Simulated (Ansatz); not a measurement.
Crystal: Ti.

```
CELL_PARAMETERS angstrom
2.95000 0.00000 0.00000
-1.47500 2.55477 0.00000
0.00000 0.00000 4.68000
ATOMIC_POSITIONS crystal
Ti 0.66667 0.33333 0.75000
Ti 0.33333 0.66667 0.25000
```

| Quantity | Value |
| --- | --- |
| Program | Ansatz 0.2.0 |
| Task | relaxation of cell and atoms |
| Functional | PBEsol |
| Dispersion | D3(BJ) |
| Potentials or basis | Ansatz PAW |
| Cutoff | 420 eV (not typed: the program's choice for these potentials) |
| k mesh | 10 × 10 × 6 |
| Occupations | fermi-dirac, width 0.05 eV |
| Spin | no spin polarisation |

At the start: volume 17.64 Å³/atom.

Problem. Where does the relaxation end?

Solution. It ends after 8 steps and the volume is 15.88 Å³/atom (-9.9 %); space group P6_3/mmc (No. 194, to 0.05 Å).

Step by step:
```
step  energy change (eV)  largest force (eV/Å)  volume (Å³)
   1              0.0000                0.0000        35.27
   2             -0.1077                0.0000        30.41
   3             -0.1317                0.0000        31.94
   4             -0.1322                0.0000        31.78
   5             -0.1322                0.0000        31.76
   6             -0.1319                0.0000        31.76
   7             -0.1319                0.0000        31.77
   8             -0.1319                0.0000        31.77
```

Final structure:
```
Ti
1.0
     2.85390    0.00000    0.00000
    -1.42695    2.47155    0.00000
     0.00000    0.00000    4.50382
Ti
2
Direct
  0.66667 0.33333 0.75000
  0.33333 0.66667 0.25000
```

Caveat: the plane-wave basis is chosen anew once the cell has moved, so the energies of steps on either side of that aren't comparable; the PAW data sets come from PBE, with cores solved anew for the run's functional, which leaves a small shift of forces and pressure.
